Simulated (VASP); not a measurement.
# Li2O (Fm-3m) in VASP: further runs

One crystal, Li2O, is run at these levels: r2SCAN+rVV10, HSE06, PBE; tasks: relaxation of cell and atoms, electrostatic potential.

Everything below comes from runs of VASP 6.6.1. Logs are shortened: lines on timing, memory, paths and dates and some standing lists are left out, and cuts for length are marked.

**1. The structure**

It takes space group Fm-3m (No. 225, cubic). The conventional cell has a = 4.600 Å, b = 4.600 Å, c = 4.600 Å, α = 90.00°, β = 90.00°, γ = 90.00°. O (site symmetry m-3m) has 8 Li at 1.99 Å as nearest neighbours. Li (site symmetry -43m) is surrounded by 4 O at 1.99 Å.

The cell was built by a generator and needn't be a form met in nature.

**2. Relaxation of cell and atoms, r2SCAN+rVV10**

INCAR

```
PREC = Accurate ; ENCUT = 600
EDIFF = 1E-7 ; ISMEAR = 0
SIGMA = 0.02 ; LREAL = False
LASPH = True ; NELM = 120
ALGO = Normal ; ISIF = 3
LWAVE = False ; LCHARG = False
METAGGA = R2SCAN ; LMIXTAU = True
LUSE_VDW = True ; IVDW_NL = 2
BPARAM = 11.95 ; CPARAM = 0.0093
IBRION = 2 ; NSW = 40
EDIFFG = -0.005 ; KPAR = 4
```

KPOINTS

```
Automatic mesh
0
Gamma
  10 10 10
```

POSCAR

```
Li2O
1.0
    0.0000000000      2.3000000000      2.3000000000
    2.3000000000      0.0000000000      2.3000000000
    2.3000000000      2.3000000000      0.0000000000
O Li
1 2
Direct
    0.0000000000      0.0000000000      0.0000000000
    0.2500000000      0.2500000000      0.2500000000
    0.7500000000      0.7500000000      0.7500000000
```

Potentials or basis: VASP PAW PBE potentials, release 64 (O, Li_sv).

Started as:

```sh
> cat potpaw_PBE.64/O/POTCAR potpaw_PBE.64/Li_sv/POTCAR > POTCAR
> mpirun -np 4 vasp_std > vasp.out
```

OUTCAR:

```text
PREC = Accurate
   ENCUT = 600
   EDIFF = 1E-7
   ISMEAR = 0
   LREAL = False
   LASPH = True
   NELM = 120
   ISIF = 3
   METAGGA = R2SCAN
   IVDW_NL = 2
   BPARAM = 11.95
   IBRION = 2
   NSW = 40
   EDIFFG = -0.005

 ion  position               nearest neighbor table
   1  0.000  0.000  0.000-   3 1.99   3 1.99   3 1.99   2 1.99   3 1.99   2 1.99   2 1.99   2 1.99

   2  0.250  0.250  0.250-   1 1.99   1 1.99   1 1.99   1 1.99   3 2.30   3 2.30   3 2.30   3 2.30
                             3 2.30   3 2.30
   3  0.750  0.750  0.750-   1 1.99   1 1.99   1 1.99   1 1.99   2 2.30   2 2.30   2 2.30   2 2.30
                             2 2.30   2 2.30

  LATTYP: Found a face centered cubic cell.
 ALAT       =     4.6000000000

  Lattice vectors:

 A1 = (   0.0000000000,   2.3000000000,   2.3000000000)
 A2 = (   2.3000000000,   0.0000000000,   2.3000000000)
 A3 = (   2.3000000000,   2.3000000000,   0.0000000000)

Analysis of symmetry for initial positions (statically):
=====================================================================
 Subroutine PRICEL returns:
 Original cell was already a primitive cell.

 Routine SETGRP: Setting up the symmetry group for a
 face centered cubic supercell.

 Subroutine GETGRP returns: Found 48 space group operations
 (whereof 48 operations were pure point group operations)
 out of a pool of 48 trial point group operations.

The static configuration has the point symmetry O_h .

Analysis of symmetry for dynamics (positions and initial velocities):
=====================================================================
 Subroutine PRICEL returns:
 Original cell was already a primitive cell.

 Routine SETGRP: Setting up the symmetry group for a
 face centered cubic supercell.

 Subroutine GETGRP returns: Found 48 space group operations
 (whereof 48 operations were pure point group operations)
 out of a pool of 48 trial point group operations.

The dynamic configuration has the point symmetry O_h .

 Subroutine INISYM returns: Found 48 space group operations
 (whereof 48 operations are pure point group operations),
 and found     1 'primitive' translations

----------------------------------------------------------------------------------------

                                     Primitive cell

  volume of cell :      24.3340

  direct lattice vectors                    reciprocal lattice vectors
     0.000000000  2.300000000  2.300000000    -0.217391304  0.217391304  0.217391304
     2.300000000  0.000000000  2.300000000     0.217391304 -0.217391304  0.217391304
     2.300000000  2.300000000  0.000000000     0.217391304  0.217391304 -0.217391304

  length of vectors
     3.252691193  3.252691193  3.252691193     0.376532784  0.376532784  0.376532784

  position of ions in fractional coordinates (direct lattice)
     0.000000000  0.000000000  0.000000000
     0.250000000  0.250000000  0.250000000
     0.750000000  0.750000000  0.750000000

  ion indices of the primitive-cell ions
   primitive index   ion index
                 1           1
                 2           2
                 3           3

----------------------------------------------------------------------------------------

 KPOINTS: Automatic mesh

Automatic generation of k-mesh.
 Grid dimensions read from file:
 generate k-points for:   10   10   10

 Generating k-lattice:

  Cartesian coordinates                     Fractional coordinates (reciprocal lattice)
    -0.021739130  0.021739130  0.021739130     0.100000000  0.000000000  0.000000000
     0.021739130 -0.021739130  0.021739130     0.000000000  0.100000000  0.000000000
     0.021739130  0.021739130 -0.021739130     0.000000000  0.000000000  0.100000000

  Length of vectors
     0.037653278  0.037653278  0.037653278

  Shift w.r.t. Gamma in fractional coordinates (k-lattice)
     0.000000000  0.000000000  0.000000000

 Subroutine IBZKPT returns following result:
 ===========================================

 Found     47 irreducible k-points:

 Following reciprocal coordinates:
            Coordinates               Weight
  0.000000  0.000000  0.000000      1.000000
  0.100000  0.000000  0.000000      8.000000
  0.200000  0.000000  0.000000      8.000000
  0.300000  0.000000  0.000000      8.000000
  0.400000  0.000000  0.000000      8.000000
  0.500000  0.000000  0.000000      4.000000
[... 16 lines left out ...]
  0.300000  0.300000  0.000000      6.000000
  0.400000  0.300000  0.000000     24.000000
 [... further k-points ...]
   k-points           NKPTS =     47   k-points in BZ     NKDIM =     47   number of bands    NBANDS=     10
   number of dos      NEDOS =    301   number of ions     NIONS =      3
   total plane-waves  NPLWV =  21952
   dimension x,y,z NGX =    28 NGY =   28 NGZ =   28
   dimension x,y,z NGXF=    56 NGYF=   56 NGZF=   56
   ions per type =               1   2
   NGX,Y,Z   is equivalent  to a cutoff of  14.31, 14.31, 14.31 a.u.
   NGXF,Y,Z  is equivalent  to a cutoff of  28.62, 28.62, 28.62 a.u.
 SYSTEM =  unknown system
   PREC   = accura    normal or accurate (medium, high low for compatibility)
   ISTART =      0    job   : 0-new  1-cont  2-samecut
   ICHARG =      2    charge: 1-file 2-atom 10-const
   ISPIN  =      1    spin polarized calculation?
   LNONCOLLINEAR =      F non collinear calculations
   LSORBIT =      F    spin-orbit coupling
   LASPH  =      T    aspherical Exc in radial PAW
   ENCUT  =  600.0 eV  44.10 Ry    6.64 a.u.   6.50  6.50  6.50*2*pi/ulx,y,z
   NELM   =    120;   NELMIN=  2; NELMDL= -5     # of ELM steps
   EDIFF  = 0.1E-06   stopping-criterion for ELM
   LREAL  =      F    real-space projection
   EDIFFG = -.5E-02   stopping-criterion for IOM
   NSW    =     40    number of steps for IOM
   IBRION =      2    ionic relax: 0-MD 1-quasi-New 2-CG
   NFREE  =      1    steps in history (QN), initial steepest desc. (CG)
   ISIF   =      3    stress and relaxation
   ISYM   =      2    0-nonsym 1-usesym 2-fastsym
   POTIM  = 0.5000    time-step for ionic-motion
   TEBEG  =    0.0;   TEEND  =   0.0 temperature during run
   PSTRESS=    0.0 pullay stress
   NELECT =      12.0000    total number of electrons
   NUPDOWN=      -1.0000    fix difference up-down
   EMIN   =  10.00;   EMAX   =-10.00  energy-range for DOS
   EFERMI =   0.00;   METHOD = LEGACY
   ISMEAR =     0;   SIGMA  =   0.02  broadening in eV -4-tet -1-fermi 0-gaus
   EFERMI_NEDOS =   21; number of points for ismear=-14 and -15
   IALGO  =     38    algorithm
   IMIX   =      4    mixing-type and parameters
     AMIX     =   0.40;   BMIX     =  1.00
     AMIX_MAG =   1.60;   BMIX_MAG =  1.00
  volume/ion in A,a.u.               =       8.11        54.74
  Fermi-wavevector in a.u.,A,eV,Ry     =   1.293394  2.444160 22.760741  1.672867
  Thomas-Fermi vector in A             =   2.425042
   LORBIT       =      0    0 simple, 1 ext, 2 COOP (PROOUT), +10 PAW based schemes
   METAGGA = R2SCAN    functional components
   LHFCALC =     F    Hartree Fock is set to
   AEXX    =    0.0000 exact exchange contribution
   IVDW_NL    =     2    kernel type
   BPARAM     =11.9500
   IVDW    =     0    specifies the selected vdW correction
   LEPSILON=     F    determine dielectric tensor
   LRPA    =     F    only Hartree local field effects (RPA)
 conjugate gradient relaxation of ions
 non-spin polarized calculation
 Gauss-broadening in eV      SIGMA  =   0.02
  energy-cutoff  :      600.00
  volume of cell :       24.33
 maximum number of plane-waves:       869
 NGX is ok and might be reduce to    28
   NGX = 13   NGY = 13   NGZ = 13

--------------------------------------- Ionic step        1  -------------------------------------------

 number of electron      12.0000002 magnetization

 Free energy of the ion-electron system (eV)
  ---------------------------------------------------
  ext. energy  EPLUGINS =         0.00000000
  ---------------------------------------------------
  free energy    TOTEN  =       -16.47907181 eV

  energy without entropy =      -16.47907181  energy(sigma->0) =      -16.47907181

------------------------ aborting loop because EDIFF is reached ----------------------------------------

  FORCE on cell =-STRESS in cart. coord.  units (eV):
  Direction    XX          YY          ZZ          XY          YZ          ZX
  --------------------------------------------------------------------------------------
  -------------------------------------------------------------------------------------
  Total       -0.3728753     -0.3728753     -0.3728753      0.0000000     -0.0000000      0.0000000
  in kB      -24.5505194    -24.5505194    -24.5505194      0.0000000     -0.0000000      0.0000000
  external PRESSURE =     -24.5505194 kB  Pullay stress =       0.0000000 kB
[... 59 lines left out ...]
  energy  without entropy=      -16.4829531244  energy(sigma->0) =      -16.48295312

--------------------------------------- Ionic step        3  -------------------------------------------

 number of electron      12.0000005 magnetization

 Free energy of the ion-electron system (eV)
  ---------------------------------------------------
  ext. energy  EPLUGINS =         0.00000000
  ---------------------------------------------------
  free energy    TOTEN  =       -16.48320954 eV

  energy without entropy =      -16.48320954  energy(sigma->0) =      -16.48320954

 E-fermi :   1.3802     XC(G=0): -10.4948

 val. band max:        1.1385486999   @ k =   0.0000   0.0000   0.0000
 cond. band min:       6.8231801301   @ k =   0.5000   0.5000   0.0000
 fundamental gap:      5.6846314302
 Fermi energy:         1.3801543206

 k-point     1 :       0.0000    0.0000    0.0000
  band No.  band energies     occupation
      1     -43.0628      2.00000
      2     -42.7003      2.00000
      3     -15.2924      2.00000
      4       1.1385      2.00000
      5       1.1385      2.00000
      6       1.1385      2.00000
      7       7.5081      0.00000
      8      14.4473      0.00000
      9      14.4475      0.00000
     10      14.4475      0.00000
[... 287 lines left out ...]
 k-point    24 :       0.4000    0.3000    0.0000
  band No.  band energies     occupation
      1     -42.9420      2.00000
      2     -42.7854      2.00000
      3     -15.0962      2.00000
      4      -0.5250      2.00000
      5       0.0005      2.00000
      6       0.0770      2.00000
      7       7.8254      0.00000
      8      15.2548      0.00000
      9      15.6492      0.00000
     10      16.8829      0.00000

 [... further k-points ...]
[... 5 lines left out ...]
  --------------------------------------------------------------------------------------
  -------------------------------------------------------------------------------------
  Total        0.0014355      0.0014355      0.0014355     -0.0000000     -0.0000000      0.0000000
  in kB        0.0970482      0.0970482      0.0970482     -0.0000000     -0.0000000      0.0000000
  external PRESSURE =       0.0970482 kB  Pullay stress =       0.0000000 kB
[... 18 lines left out ...]
  FREE ENERGIE OF THE ION-ELECTRON SYSTEM (eV)
  ---------------------------------------------------
  free  energy   TOTEN  =       -16.4832095428 eV

  energy  without entropy=      -16.4832095428  energy(sigma->0) =      -16.48320954

 reached required accuracy - stopping structural energy minimisation
```

Wall time 2.2 min (4 MPI ranks of Intel Xeon 6975P-C (Granite Rapids), shared host); peak memory 0.23 GiB.

Results:

* Free energy: -16.4832 eV
* Relaxed volume: 7.90 Å³/atom
* Relaxed cell: a = 3.224 Å, b = 3.224 Å, c = 3.224 Å, α = 60.00°, β = 60.00°, γ = 60.00°
* Space group after relaxing (to 0.05 Å): Fm-3m (No. 225)
* Energy gained by relaxing: 1.4 meV/atom
* Ionic steps: 3
* Pressure after relaxing: 0.0 GPa
* Band gap on the k mesh: 5.68 eV, indirect (least direct gap 6.37 eV)

The path:
```
step  energy change (eV)  largest force (eV/Å)  pressure (GPa)  volume (Å³)
   1              0.0000                0.0000           -2.46        24.33
   2             -0.0039                0.0000           -0.79        23.90
   3             -0.0041                0.0000            0.01        23.70
```

Final structure:
```cif
data_structure
_symmetry_space_group_name_H-M 'P 1'
_symmetry_Int_Tables_number 1
_cell_length_a 3.2242
_cell_length_b 3.2242
_cell_length_c 3.2242
_cell_angle_alpha 60.000
_cell_angle_beta 60.000
_cell_angle_gamma 60.000
_cell_volume 23.70
loop_
_atom_site_label
_atom_site_type_symbol
_atom_site_fract_x
_atom_site_fract_y
_atom_site_fract_z
_atom_site_occupancy
O1 O 0.00000 0.00000 0.00000 1
Li1 Li 0.25000 0.25000 0.25000 1
Li2 Li 0.75000 0.75000 0.75000 1
```

Caveat: the cutoff is under 1.25 times the usual one of these potentials, so pressure, stress and relaxed cells hold a basis-set (Pulay) error; the PAW data sets were made with another functional, which shifts forces and pressure a little. r2SCAN opens gaps a little over a GGA but as a rule still falls short of measured ones.

**3. Electrostatic potential, r2SCAN+rVV10**

This run uses another cell than the first one, of 7.90 Å³/atom, 0.974 times its volume.

INCAR

```
SYSTEM = Li2O
  PREC = Accurate
  ENCUT = 520
  EDIFF = 1E-7
  ISMEAR = 0
  SIGMA = 0.02
  LREAL = .False.
  LASPH = .True.
  NELM = 80
  ALGO = Normal
  ISIF = 2
  LWAVE = .False.
  LCHARG = .True.
  METAGGA = R2SCAN
  LMIXTAU = .True.
  LUSE_VDW = .True.
  IVDW_NL = 2
  BPARAM = 11.95
  CPARAM = 0.0093
  LVHAR = .True.
  KPAR = 4
```

KPOINTS

```
Automatic mesh
0
Gamma
  10 10 10
  0 0 0
```

POSCAR

```
Li2O                                    
1.0
   -0.0000000000      2.2798216766      2.2798216766
    2.2798216766     -0.0000000000      2.2798216766
    2.2798216766      2.2798216766      0.0000000000
  O               Li            
     1     2
Direct
     0.0000000000000000    0.0000000000000000    0.0000000000000000
     0.2500000000000000    0.2500000000000000    0.2500000000000000
     0.7500000000000000    0.7500000000000000    0.7500000000000000
```

Potentials or basis: VASP PAW PBE potentials, release 64 (O, Li_sv).

Started as:

```sh
> cat potpaw_PBE.64/O/POTCAR potpaw_PBE.64/Li_sv/POTCAR > POTCAR
> mpirun -np 4 vasp_std > vasp.out
```

Wall time 35 s (4 MPI ranks of Intel Xeon 6975P-C (Granite Rapids), shared host); peak memory 0.2 GiB.

The run converged. Its results:

```yaml
Free_energy: -16.4738 eV
Band_gap_on_the_k_mesh: 5.68 eV, indirect (least direct gap 6.37 eV)
```

Levels at points of the mesh, in eV from the valence-band top:
| k point | band 2 | band 3 | band 4 | band 5 | band 6 | band 7 | band 8 | band 9 | band 10 |
| --- | --- | --- | --- | --- | --- | --- | --- | --- | --- |
| (0.00, 0.00, 0.00) | -43.84 | -16.43 | 0.00 | 0.00 | 0.00 | 6.37 | 13.31 | 13.31 | 13.31 |
| (0.50, 0.00, 0.00) | -44.01 | -16.23 | -2.83 | -0.47 | -0.47 | 10.29 | 11.25 | 13.24 | 13.24 |
| (0.50, 0.50, 0.00) | -43.94 | -16.19 | -1.59 | -1.45 | -1.45 | 5.68 | 15.10 | 15.10 | 16.56 |

Caveat: the cutoff is under 1.25 times the usual one of these potentials, so pressure, stress and relaxed cells hold a basis-set (Pulay) error; the PAW data sets were made with another functional, which shifts forces and pressure a little. A k mesh can miss the band edges.

**4. Electrostatic potential, HSE06**

This run uses another cell than the first one, of 7.90 Å³/atom, 0.974 times its volume.

POSCAR is that of step 3.

INCAR.step1

```
SYSTEM = Li2O
  PREC = Accurate
  ENCUT = 520
  EDIFF = 1E-5
  ISMEAR = 0
  SIGMA = 0.02
  LREAL = .False.
  LASPH = .True.
  NELM = 80
  ALGO = Normal
  ISIF = 2
  LWAVE = .True.
  GGA = PE
  KPAR = 4
```

INCAR.step2

```
SYSTEM = Li2O
  PREC = Accurate
  ENCUT = 520
  EDIFF = 1E-7
  ISMEAR = 0
  SIGMA = 0.02
  LREAL = .False.
  LASPH = .True.
  NELM = 80
  ALGO = Normal
  ISIF = 2
  LWAVE = .False.
  LCHARG = .True.
  GGA = PE
  LHFCALC = .True.
  HFSCREEN = 0.2
  PRECFOCK = Fast
  LVHAR = .True.
  ISTART = 1
  KPAR = 4
```

KPOINTS

```
Automatic mesh
0
Gamma
  8 8 8
  0 0 0
```

Started as:

```sh
> cat potpaw_PBE.64/O/POTCAR potpaw_PBE.64/Li_sv/POTCAR > POTCAR
> cp INCAR.step1 INCAR
> mpirun -np 4 vasp_std > vasp.out
> cp INCAR.step2 INCAR
> mpirun -np 4 vasp_std > vasp.out
```

It took 2.2 min on 4 MPI ranks of Intel Xeon 6975P-C (Granite Rapids), shared host; peak memory 0.23 GiB.

Results (log left out):

* Free energy: -16.7274 eV
* Band gap on the k mesh: 6.68 eV, indirect (least direct gap 7.26 eV)

Levels at points of the mesh, in eV from the valence-band top:
```
           k point  band 3  band 4  band 5  band 6  band 7  band 8  band 9  band 10
(0.00, 0.00, 0.00)  -16.99    0.00    0.00    0.00    7.26   14.07   14.07    14.08
(0.50, 0.00, 0.00)  -16.73   -3.05   -0.50   -0.50   11.41   12.15   14.15    14.15
(0.50, 0.50, 0.00)  -16.68   -1.80   -1.54   -1.54    6.68   16.11   16.11    17.56
```

Caveat: the cutoff is under 1.25 times the usual one of these potentials, so pressure, stress and relaxed cells hold a basis-set (Pulay) error; the PAW data sets were made with another functional, which shifts forces and pressure a little.

[end of part 1 of 2]
